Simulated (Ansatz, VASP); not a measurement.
# I in VASP and in Ansatz

The input INCAR:

```
PREC = Accurate ; ENCUT = 520
EDIFF = 1E-7 ; ISMEAR = -1
SIGMA = 0.051703999572871064 ; LREAL = F
LASPH = T ; NELM = 80
ALGO = Normal ; ISIF = 2
LWAVE = F ; LCHARG = F
GGA = PS ; NBANDS = 10
```

Contents of KPOINTS:

```
Automatic mesh
0
Gamma
  6 6 6
```

Contents of POSCAR:

```
I
1.0
    0.0000000000      2.3656004428      3.9098401324
    2.1922454667      0.0000000000      3.9098401324
    2.1922454667      2.3656004428      0.0000000000
I
1
Direct
    0.0000000000      0.0000000000      0.0000000000
```

Input for Ansatz:

```yaml
crystal:
  lattice:
    - [0.0, 2.3656004428, 3.9098401324]
    - [2.1922454667, 0.0, 3.9098401324]
    - [2.1922454667, 2.3656004428, 0.0]
  atoms:
    - { symbol: I, position: [0.0, 0.0, 0.0] }
basis:
  ecutwfc: "32 Ry"
  xc_grid: 1
kpoints:
  mp_grid: { grid: [6, 6, 6] }
  band_path: { path: [[0, 0, 0], [0.5, 0, 0], [0.5, 0.5, 0.5]], npoints: 4 }
hamiltonian:
  xc: pbesol
scf:
  occupations: { method: fermi_dirac, width: "600 K" }
output:
  forces: true
  stress: true
  eigenvalues: true
```

Alike in both runs: task single point; functional PBEsol; k mesh 6 × 6 × 6; no spin polarisation.

|  | VASP | Ansatz |
| --- | --- | --- |
| version | VASP 6.6.1 | Ansatz 0.2.0 |
| potentials or method | VASP PAW PBE potentials, release 64 (I) | scalar-relativistic, plane waves, PAW |
| plane-wave cutoff (eV) | 520 | 435 |
| occupations | fermi-dirac, width 0.051704 eV | fermi-dirac |
| valence electrons in the cell | 7 | 17 |

|  | VASP | Ansatz | Ansatz less VASP |
| --- | --- | --- | --- |
| gap on the k mesh at the Fermi level (eV) | none | none | - |
| pressure (GPa) | -1.2 | -1.2 | 0.00 |
| largest component of the traceless stress (GPa) | 0.95 | 0.94 | -0.012 |

A gap of «none» marks a metal or a gap that the smearing closes. The two sets of potentials don't hold the same shells in valence.

Caveats: the PAW data sets were made with another functional, which shifts forces and pressure a little (VASP); an odd number of electrons without spin polarisation forces a metal; a magnetic or distorted state may lie lower. The runs have no spin-orbit coupling, so splittings on I are missing.
